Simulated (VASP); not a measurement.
# Sb in VASP: a series of runs

Runs on Sb. Level: PBE. Tasks: single point.

All numbers are computed with VASP 6.6.1; they aren't measurements. Logs are shortened: lines on timing, memory, paths and dates and some standing lists are left out, and cuts for length are marked.

### 1 Starting point

The cell holds a slab with vacuum, 1 atom: a = 3.160 Å, b = 3.160 Å, c = 15.000 Å, α = 90.00°, β = 90.00°, γ = 90.00°.

The slab is cut from a database's or a generator's crystal, which needn't be the stable form of the element.

### 2 Single point, PBE

The input, INCAR:

```
ALGO     = Normal         # electronic algorithm
DIPOL    = 0.5 0.5 0.500
EDIFF    = 1E-7           # SCF threshold, eV
ENCUT    = 400            # plane-wave cutoff, eV
GGA      = PE             # functional
IDIPOL   = 3            
ISIF     = 2              # what is computed and relaxed
ISMEAR   = 1              # smearing method
LASPH    = T              # aspherical terms in the spheres
LCHARG   = F              # write CHGCAR
LDIPOL   = T            
LREAL    = F              # projectors in reciprocal space
LVACPOTAV= T            
LVHAR    = T            
LWAVE    = F              # write WAVECAR
NBANDS   = 12             # bands
NELM     = 120            # most SCF steps
PREC     = Accurate       # precision mode
SIGMA    = 0.1            # smearing width, eV
```

The input, KPOINTS:

```
k-points
0
Gamma
  13 13 1
```

The input, POSCAR:

```
Sb
1.0
    3.1600000000      0.0000000000      0.0000000000
    0.0000000000      3.1600000000      0.0000000000
    0.0000000000      0.0000000000     15.0000000000
Sb
1
Direct
    0.0000000000      0.0000000000      0.5000000000
```

Potentials or basis: VASP PAW PBE potentials, release 64 (Sb).

Launch:

```bash
> cat potpaw_PBE.64/Sb/POTCAR > POTCAR
> mpirun -np 1 vasp_std > vasp.out
```

OUTCAR:

```text
EDIFF = 1E-7
   ENCUT = 400
   GGA = PE
   ISIF = 2
   ISMEAR = 1
   LASPH = T
   LREAL = F
   NELM = 120
   PREC = Accurate

 Found     28 irreducible k-points:

 Following reciprocal coordinates:
            Coordinates               Weight
  0.000000  0.000000  0.000000      1.000000
  0.076923  0.000000  0.000000      4.000000
  0.153846  0.000000  0.000000      4.000000
  0.230769  0.000000  0.000000      4.000000
  0.307692  0.000000  0.000000      4.000000
  0.384615  0.000000  0.000000      4.000000
   k-points           NKPTS =     28   k-points in BZ     NKDIM =     28   number of bands    NBANDS=     12
   number of dos      NEDOS =    301   number of ions     NIONS =      1
   total plane-waves  NPLWV =  56448
   dimension x,y,z NGX =    24 NGY =   24 NGZ =   98
   dimension x,y,z NGXF=    48 NGYF=   48 NGZF=  196
   ions per type =               1
   NGX,Y,Z   is equivalent  to a cutoff of  12.63, 12.63, 10.86 a.u.
   NGXF,Y,Z  is equivalent  to a cutoff of  25.25, 25.25, 21.72 a.u.
 SYSTEM =  unknown system
   PREC   = accura    normal or accurate (medium, high low for compatibility)
   ISTART =      0    job   : 0-new  1-cont  2-samecut
   ICHARG =      2    charge: 1-file 2-atom 10-const
   ISPIN  =      1    spin polarized calculation?
   LNONCOLLINEAR =      F non collinear calculations
   LSORBIT =      F    spin-orbit coupling
   LASPH  =      T    aspherical Exc in radial PAW
   ENCUT  =  400.0 eV  29.40 Ry    5.42 a.u.   5.15  5.15 24.46*2*pi/ulx,y,z
   NELM   =    120;   NELMIN=  2; NELMDL= -5     # of ELM steps
   EDIFF  = 0.1E-06   stopping-criterion for ELM
   LREAL  =      F    real-space projection
   EDIFFG = 0.1E-05   stopping-criterion for IOM
   NSW    =      0    number of steps for IOM
   IBRION =     -1    ionic relax: 0-MD 1-quasi-New 2-CG
   NFREE  =      0    steps in history (QN), initial steepest desc. (CG)
   ISIF   =      2    stress and relaxation
   ISYM   =      2    0-nonsym 1-usesym 2-fastsym
   POTIM  = 0.5000    time-step for ionic-motion
   TEBEG  =    0.0;   TEEND  =   0.0 temperature during run
   PSTRESS=    0.0 pullay stress
   NELECT =       5.0000    total number of electrons
   NUPDOWN=      -1.0000    fix difference up-down
   EMIN   =  10.00;   EMAX   =-10.00  energy-range for DOS
   EFERMI =   0.00;   METHOD = LEGACY
   ISMEAR =     1;   SIGMA  =   0.10  broadening in eV -4-tet -1-fermi 0-gaus
   EFERMI_NEDOS =   21; number of points for ismear=-14 and -15
   IALGO  =     38    algorithm
   IMIX   =      4    mixing-type and parameters
     AMIX     =   0.40;   BMIX     =  1.00
     AMIX_MAG =   1.60;   BMIX_MAG =  1.00
  volume/ion in A,a.u.               =     149.78      1010.79
  Fermi-wavevector in a.u.,A,eV,Ry     =   0.527120  0.996113  3.780457  0.277856
  Thomas-Fermi vector in A             =   1.548135
   LORBIT       =      0    0 simple, 1 ext, 2 COOP (PROOUT), +10 PAW based schemes
   GGA     = PE    functional components
   LHFCALC =     F    Hartree Fock is set to
   AEXX    =    0.0000 exact exchange contribution
   IVDW    =     0    specifies the selected vdW correction
   LEPSILON=     F    determine dielectric tensor
   LRPA    =     F    only Hartree local field effects (RPA)
 non-spin polarized calculation
 Methfessel and Paxton  Order N= 1 SIGMA  =   0.10
  energy-cutoff  :      400.00
  volume of cell :      149.78
 maximum number of plane-waves:      2748
 NGX is ok and might be reduce to    24
   NGX = 11   NGY = 11   NGZ = 49

 number of electron       5.0000000 magnetization

 dipolmoment           0.000000      0.000000     -0.000000 electrons x Angstroem

 Free energy of the ion-electron system (eV)
  ---------------------------------------------------
  ext. energy  EPLUGINS =         0.00000000
  ---------------------------------------------------
  free energy    TOTEN  =        -3.42266452 eV

  energy without entropy =       -3.42033807  energy(sigma->0) =       -3.42188904

 E-fermi :  -2.5635     XC(G=0):  -2.8940

 val. band max:       -2.5647390036   @ k =   0.4615   0.0000   0.0000
 cond. band min:      -2.4845205226   @ k =   0.4615   0.0769   0.0000
 fundamental gap:      0.0802184809
 Fermi energy:        -2.5634510826

 k-point     1 :       0.0000    0.0000    0.0000
  band No.  band energies     occupation
      1     -13.0952      2.00000
      2      -4.6388      2.00000
      3       1.1115      0.00000
      4       1.8133      0.00000
      5       1.8133      0.00000
      6       2.2886      0.00000
      7       2.7600      0.00000
      8       5.0786      0.00000
      9       5.4027      0.00000
     10       5.5900      0.00000
     11       6.8825      0.00000
     12       9.2592      0.00000

 k-point     2 :       0.0769    0.0000    0.0000
  band No.  band energies     occupation
      1     -13.0136      2.00000
      2      -4.5573      2.00000
      3       0.8625      0.00000
      4       1.2039      0.00000
      5       1.8925      0.00000
      6       2.3741      0.00000
      7       2.8483      0.00000
      8       5.1567      0.00000
      9       5.4891      0.00000
     10       6.0232      0.00000
     11       7.5428      0.00000
     12       8.9970      0.00000
[... 31 lines left out ...]
 k-point     5 :       0.3077    0.0000    0.0000
  band No.  band energies     occupation
      1     -11.8659      2.00000
      2      -4.2561      2.00000
      3      -3.4469      2.00000
      4       2.5075      0.00000
      5       2.9132      0.00000
      6       3.3683      0.00000
      7       4.1706      0.00000
      8       4.4844      0.00000
      9       6.6766      0.00000
     10       6.7406      0.00000
     11       7.2277      0.00000
     12       8.3455      0.00000

 k-point     6 :       0.3846    0.0000    0.0000
  band No.  band energies     occupation
      1     -11.3026      2.00000
      2      -5.5711      2.00000
      3      -2.9334      2.00000
      4       2.8041      0.00000
      5       3.2882      0.00000
      6       3.3361      0.00000
      7       4.7246      0.00000
      8       4.9604      0.00000
      9       6.6462      0.00000
     10       7.3456      0.00000
     11       7.5487      0.00000
     12       7.9516      0.00000

 [... further k-points ...]

------------------------ aborting loop because EDIFF is reached ----------------------------------------

  FORCE on cell =-STRESS in cart. coord.  units (eV):
  Direction    XX          YY          ZZ          XY          YZ          ZX
  --------------------------------------------------------------------------------------
  -------------------------------------------------------------------------------------
  Total       -1.8914986     -1.8914986     -0.0021139      0.0000000      0.0000000     -0.0000000
  in kB      -20.2325762    -20.2325762     -0.0226118      0.0000000      0.0000000     -0.0000000
  external PRESSURE =     -13.4959214 kB  Pullay stress =       0.0000000 kB

 VOLUME and BASIS-vectors are now :
 -----------------------------------------------------------------------------
  energy-cutoff  :      400.00
  volume of cell :      149.78
      direct lattice vectors                 reciprocal lattice vectors
     3.160000000  0.000000000  0.000000000     0.316455696  0.000000000  0.000000000
     0.000000000  3.160000000  0.000000000     0.000000000  0.316455696  0.000000000
     0.000000000  0.000000000 15.000000000     0.000000000  0.000000000  0.066666667

 POSITION                                       TOTAL-FORCE (eV/Angst)
 -----------------------------------------------------------------------------------
      0.00000      0.00000      7.50000         0.000000      0.000000      0.000000
 -----------------------------------------------------------------------------------
    total drift:                               -0.000000     -0.000000     -0.000000

  FREE ENERGIE OF THE ION-ELECTRON SYSTEM (eV)
  ---------------------------------------------------
  free  energy   TOTEN  =        -3.4226645241 eV

  energy  without entropy=       -3.4203380730  energy(sigma->0) =       -3.42188904

 vacuum level on the upper side and lower side of the slab         2.360         2.360
```

Run time: 30 s. Hardware: 1 thread of Intel Xeon Platinum 8488C (Sapphire Rapids), shared host; peak memory 0.22 GiB.

The run converged, but some of its settings lie outside the range that counts as converged, so its numbers aren't taken as properties of the slab.

What came out:

```
Free energy                     : -3.4227 eV
Band gap on the k mesh          : none (metal or under the smearing width)
Work function of the upper face : 4.92 eV
Work function of the lower face : 4.92 eV
```

### 3 Single point, PBE

This run uses another cell than the first one, of 119.83 Å³/atom, 0.800 times its volume.

INCAR: that of step 2 with these lines changed.

```diff
@@ -3,3 +3,3 @@
 EDIFF    = 1E-7           # SCF threshold, eV
-ENCUT    = 400            # plane-wave cutoff, eV
+ENCUT    = 500            # plane-wave cutoff, eV
 GGA      = PE             # functional
```

KPOINTS is that of step 2.

POSCAR: that of step 2 with these lines changed.

```diff
@@ -4,3 +4,3 @@
     0.0000000000      3.1600000000      0.0000000000
-    0.0000000000      0.0000000000     15.0000000000
+    0.0000000000      0.0000000000     12.0000000000
 Sb
```

Potentials or basis: VASP PAW PBE potentials, release 64 (Sb).

Launch:

```bash
> cat potpaw_PBE.64/Sb/POTCAR > POTCAR
> mpirun -np 1 vasp_std > vasp.out
```

OUTCAR:

```text
EDIFF = 1E-7
   ENCUT = 500
   GGA = PE
   ISIF = 2
   ISMEAR = 1
   LASPH = T
   LREAL = F
   NELM = 120
   PREC = Accurate

 Found     28 irreducible k-points:

 Following reciprocal coordinates:
            Coordinates               Weight
  0.000000  0.000000  0.000000      1.000000
  0.076923  0.000000  0.000000      4.000000
  0.153846  0.000000  0.000000      4.000000
  0.230769  0.000000  0.000000      4.000000
  0.307692  0.000000  0.000000      4.000000
  0.384615  0.000000  0.000000      4.000000
   k-points           NKPTS =     28   k-points in BZ     NKDIM =     28   number of bands    NBANDS=     12
   number of dos      NEDOS =    301   number of ions     NIONS =      1
   total plane-waves  NPLWV =  51840
   dimension x,y,z NGX =    24 NGY =   24 NGZ =   90
   dimension x,y,z NGXF=    48 NGYF=   48 NGZF=  180
   ions per type =               1
   NGX,Y,Z   is equivalent  to a cutoff of  12.63, 12.63, 12.47 a.u.
   NGXF,Y,Z  is equivalent  to a cutoff of  25.25, 25.25, 24.94 a.u.
 SYSTEM =  unknown system
   PREC   = accura    normal or accurate (medium, high low for compatibility)
   ISTART =      0    job   : 0-new  1-cont  2-samecut
   ICHARG =      2    charge: 1-file 2-atom 10-const
   ISPIN  =      1    spin polarized calculation?
   LNONCOLLINEAR =      F non collinear calculations
   LSORBIT =      F    spin-orbit coupling
   LASPH  =      T    aspherical Exc in radial PAW
   ENCUT  =  500.0 eV  36.75 Ry    6.06 a.u.   5.76  5.76 21.88*2*pi/ulx,y,z
   NELM   =    120;   NELMIN=  2; NELMDL= -5     # of ELM steps
   EDIFF  = 0.1E-06   stopping-criterion for ELM
   LREAL  =      F    real-space projection
   EDIFFG = 0.1E-05   stopping-criterion for IOM
   NSW    =      0    number of steps for IOM
   IBRION =     -1    ionic relax: 0-MD 1-quasi-New 2-CG
   NFREE  =      0    steps in history (QN), initial steepest desc. (CG)
   ISIF   =      2    stress and relaxation
   ISYM   =      2    0-nonsym 1-usesym 2-fastsym
   POTIM  = 0.5000    time-step for ionic-motion
   TEBEG  =    0.0;   TEEND  =   0.0 temperature during run
   PSTRESS=    0.0 pullay stress
   NELECT =       5.0000    total number of electrons
   NUPDOWN=      -1.0000    fix difference up-down
   EMIN   =  10.00;   EMAX   =-10.00  energy-range for DOS
   EFERMI =   0.00;   METHOD = LEGACY
   ISMEAR =     1;   SIGMA  =   0.10  broadening in eV -4-tet -1-fermi 0-gaus
   EFERMI_NEDOS =   21; number of points for ismear=-14 and -15
   IALGO  =     38    algorithm
   IMIX   =      4    mixing-type and parameters
     AMIX     =   0.40;   BMIX     =  1.00
     AMIX_MAG =   1.60;   BMIX_MAG =  1.00
  volume/ion in A,a.u.               =     119.83       808.63
  Fermi-wavevector in a.u.,A,eV,Ry     =   0.567823  1.073030  4.386832  0.322423
  Thomas-Fermi vector in A             =   1.606795
   LORBIT       =      0    0 simple, 1 ext, 2 COOP (PROOUT), +10 PAW based schemes
   GGA     = PE    functional components
   LHFCALC =     F    Hartree Fock is set to
   AEXX    =    0.0000 exact exchange contribution
   IVDW    =     0    specifies the selected vdW correction
   LEPSILON=     F    determine dielectric tensor
   LRPA    =     F    only Hartree local field effects (RPA)
 non-spin polarized calculation
 Methfessel and Paxton  Order N= 1 SIGMA  =   0.10
  energy-cutoff  :      500.00
  volume of cell :      119.83
 maximum number of plane-waves:      3054
 NGX is ok and might be reduce to    24
   NGX = 11   NGY = 11   NGZ = 43

 number of electron       5.0000001 magnetization

 dipolmoment           0.000000      0.000000     -0.000000 electrons x Angstroem

 Free energy of the ion-electron system (eV)
  ---------------------------------------------------
  ext. energy  EPLUGINS =         0.00000000
  ---------------------------------------------------
  free energy    TOTEN  =        -3.42264108 eV

  energy without entropy =       -3.42031385  energy(sigma->0) =       -3.42186534

 E-fermi :  -1.9729     XC(G=0):  -3.5854

 val. band max:       -1.9742044361   @ k =   0.4615   0.0000   0.0000
 cond. band min:      -1.8939862107   @ k =   0.4615   0.0769   0.0000
 fundamental gap:      0.0802182254
 Fermi energy:        -1.9728945763

 k-point     1 :       0.0000    0.0000    0.0000
  band No.  band energies     occupation
      1     -12.5046      2.00000
      2      -4.0482      2.00000
      3       1.6419      0.00000
      4       2.4038      0.00000
      5       2.4038      0.00000
      6       3.2282      0.00000
      7       3.8255      0.00000
      8       6.1805      0.00000
      9       7.3928      0.00000
     10       7.7822      0.00000
     11       8.4557      0.00000
     12      11.7471      0.00000

 k-point     2 :       0.0769    0.0000    0.0000
  band No.  band energies     occupation
      1     -12.4230      2.00000
      2      -3.9667      2.00000
      3       1.4522      0.00000
      4       1.7353      0.00000
      5       2.4830      0.00000
      6       3.3116      0.00000
      7       3.9126      0.00000
      8       6.6064      0.00000
      9       7.8246      0.00000
     10       7.9729      0.00000
     11       8.6368      0.00000
     12       9.9918      0.00000

 k-point     3 :       0.1538    0.0000    0.0000
  band No.  band energies     occupation
      1     -12.1810      2.00000
      2      -3.7268      2.00000
      3      -0.2807     -0.00000
      4       1.9934      0.00000
      5       2.7132      0.00000
      6       3.5559      0.00000
      7       4.1739      0.00000
      8       6.9768      0.00000
      9       7.6028      0.00000
     10       8.6406      0.00000
     11       8.6930      0.00000
     12      10.0040      0.00000

 k-point     4 :       0.2308    0.0000    0.0000
  band No.  band energies     occupation
      1     -11.7892      2.00000
      2      -3.3445      2.00000
      3      -2.0551      1.99080
      4       2.4297      0.00000
      5       3.0699      0.00000
      6       3.9227      0.00000
      7       4.6091      0.00000
      8       6.3414      0.00000
      9       7.3416      0.00000
     10       8.8056      0.00000
     11       9.0880      0.00000
     12      10.4157      0.00000

 k-point     5 :       0.3077    0.0000    0.0000
  band No.  band energies     occupation
      1     -11.2752      2.00000
      2      -3.6655      2.00000
      3      -2.8563      2.00000
      4       3.0401      0.00000
      5       3.5037      0.00000
      6       4.1020      0.00000
      7       5.2168      0.00000
      8       5.3728      0.00000
      9       7.7514      0.00000
     10       8.8747      0.00000
     11       9.3108      0.00000
     12       9.6864      0.00000

 k-point     6 :       0.3846    0.0000    0.0000
  band No.  band energies     occupation
      1     -10.7120      2.00000
      2      -4.9806      2.00000
      3      -2.3429      2.00000
      4       3.4035      0.00000
      5       3.8223      0.00000
      6       3.9266      0.00000
      7       5.7050      0.00000
      8       5.9883      0.00000
      9       7.2209      0.00000
     10       8.4816      0.00000
     11       9.0343      0.00000
     12       9.5543      0.00000

 [... further k-points ...]

------------------------ aborting loop because EDIFF is reached ----------------------------------------

  FORCE on cell =-STRESS in cart. coord.  units (eV):
  Direction    XX          YY          ZZ          XY          YZ          ZX
  --------------------------------------------------------------------------------------
  -------------------------------------------------------------------------------------
  Total       -1.8907490     -1.8907490      0.0004792      0.0000000      0.0000000      0.0000000
  in kB      -25.2806969    -25.2806969      0.0064070      0.0000000      0.0000000      0.0000000
  external PRESSURE =     -16.8516622 kB  Pullay stress =       0.0000000 kB

 VOLUME and BASIS-vectors are now :
 -----------------------------------------------------------------------------
  energy-cutoff  :      500.00
  volume of cell :      119.83
      direct lattice vectors                 reciprocal lattice vectors
     3.160000000  0.000000000  0.000000000     0.316455696  0.000000000  0.000000000
     0.000000000  3.160000000  0.000000000     0.000000000  0.316455696  0.000000000
     0.000000000  0.000000000 12.000000000     0.000000000  0.000000000  0.083333333

 POSITION                                       TOTAL-FORCE (eV/Angst)
 -----------------------------------------------------------------------------------
      0.00000      0.00000      6.00000         0.000000      0.000000      0.000000
 -----------------------------------------------------------------------------------
    total drift:                               -0.000000      0.000000      0.000000

  FREE ENERGIE OF THE ION-ELECTRON SYSTEM (eV)
  ---------------------------------------------------
  free  energy   TOTEN  =        -3.4226410777 eV

  energy  without entropy=       -3.4203138518  energy(sigma->0) =       -3.42186534

 vacuum level on the upper side and lower side of the slab         2.949         2.949
```

It took 28 s on 1 thread of Intel Xeon Platinum 8488C (Sapphire Rapids), shared host; peak memory 0.22 GiB.

These settings aren't checked as converged: the numbers below hold their error.

What came out:

```yaml
Free_energy: -3.4226 eV
Band_gap_on_the_k_mesh: none (metal or under the smearing width)
Work_function_of_the_upper_face: 4.92 eV
Work_function_of_the_lower_face: 4.92 eV
```

(Continued in part 2 of 2.)
